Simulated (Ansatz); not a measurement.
WC (Qusongite) under changes of volume

One of the cells (10.376 Å³/atom); the others are scaled copies at fixed shape and fractional positions:

```xyz
2
Lattice="2.9065 0.0000 0.0000 -1.4532 2.5171 0.0000 0.0000 0.0000 2.8366" Properties=species:S:1:pos:R:3 pbc="T T T"
W     0.0000    0.0000    0.0000
C     1.4533    0.8390    1.4183
```

| Property | Result |
| --- | --- |
| Program | Ansatz 0.2.0 |
| Functional | PBE |
| Potentials or basis | Ansatz PAW |
| Cutoff | 420 eV (not typed: the program's choice for these potentials) |
| k mesh | 10 × 10 × 9 |
| Occupations | fermi-dirac, width 0.05 eV |
| Spin | no spin polarisation |

```tsv
volume (Å³/atom)	energy over the lowest point (meV/atom)	pressure (GPa)
9.754	?	?
9.961	39.54	23.9
10.169	14.88	14.3
10.376	2.09	5.6
10.584	0.00	-2.2
10.791	7.50	-9.3
10.999	23.71	-15.6
```

Q: What does the run at 9.754 Å³/atom give?

A: Energy over the lowest point 77.32 meV/atom; pressure 34.6 GPa.

Worked out: A Birch-Murnaghan fit of order 3 (a polynomial in V^(-2/3)) to the other rows has its minimum at 10.52 Å³/atom with B0 = V·E''(V) = 388 GPa and B' = 4.3 at fixed shape and positions, which overstates the stiffness. It gives 77.23 meV/atom at 9.754 Å³/atom, against the run's 77.32, and -dE/dV = 34.6 GPa, against 34.6.

Energies are extrapolated to zero smearing.
